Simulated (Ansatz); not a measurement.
# AgCl: strong compression

One table from this session's results is given with a row withheld; the runs are named, their logs left out.

The COD entry's cell or inner coordinates are ideal or old and differ from later refinements, so a difference from it is no clean test against experiment.

Computed with Ansatz 0.2.0 (DFT, PBEsol, PAW with Ansatz's default frozen-core files, scalar-relativistic, unless a step's input says otherwise).

## The starting structure

The structure is cubic, space group Fm-3m (No. 225). The conventional cell has a = 5.470 Å, b = 5.470 Å, c = 5.470 Å, α = 90.00°, β = 90.00°, γ = 90.00°. Around Ag (site symmetry m-3m) lie 6 Cl at 2.73 Å. Cl (site symmetry m-3m) is surrounded by 6 Ag at 2.73 Å.

Coordinates:

```xyz
2
Lattice="0.0000 2.7350 2.7350 2.7350 0.0000 2.7350 2.7350 2.7350 0.0000" Properties=species:S:1:pos:R:3 pbc="T T T"
Ag    0.0000    0.0000    0.0000
Cl    2.7350    2.7350    2.7350
```

Whether this phase is the stable one at these pressures isn't tested.

Atoms are numbered in the order of the input: Ag1, Cl2.

The first run:

File input.yaml:

```yaml
crystal:
  lattice:
    - [0.0, 2.735, 2.735]
    - [2.735, 0.0, 2.735]
    - [2.735, 2.735, 0.0]
  atoms:
    - { symbol: Ag, position: [0.0, 0.0, 0.0] }
    - { symbol: Cl, position: [0.5, 0.5, 0.5] }
kpoints:
  mp_grid: { grid: [9, 9, 9] }
scf:
  occupations: { method: fermi_dirac, width: 0.03 }
hamiltonian:
  xc: pbesol
  pseudopotentials: { kind: paw }
output:
  forces: true
  stress: true
relax:
  f_tol: 0.01
  max_steps: 30
```

Started as:

```console
$ ansatz run input.yaml --threads 1 --pin off --max-ram 2048MiB --backend cpu --events-out ev --progress --plain --runs-dir out
```

Among the steps run: Atoms relaxed at the given volume, PAW; Volume scaled by 1, PAW; Atoms relaxed at 0.9 of the volume, PAW; Volume scaled by 0.9, PAW; Atoms relaxed at 0.7 of the volume, PAW; Volume scaled by 0.7, PAW; Atoms relaxed at 0.6 of the volume, PAW; Volume scaled by 0.6, PAW.

One of the session's tables, all rows but one given; the rest of the session is left out.

| method | volume over the first | volume (Å³/atom) | pressure (GPa) | gap (eV) |
| --- | --- | --- | --- | --- |
| PAW | 1 | 20.458 | -0.68 | 0.73 |
| PAW | 0.9 | 18.413 | 6.73 | 0.75 |
| PAW | 0.7 | 14.321 | 47.97 | 1.10 |
| PAW | 0.6 | ? | ? | ? |

Estimate the missing values for PAW, 0.6.

The run gave: volume (Å³/atom): 12.275; pressure (GPa): 103.00; gap (eV): 0.80. In the column «volume (Å³/atom)» it is the lowest.

To keep in mind: A fit over so wide a range leans to the high pressures, so B₀ can be off by several per cent. These are semilocal Kohn-Sham gaps, which aren't the measured quantity. Warnings in the runs' records: stress scf threshold loose.
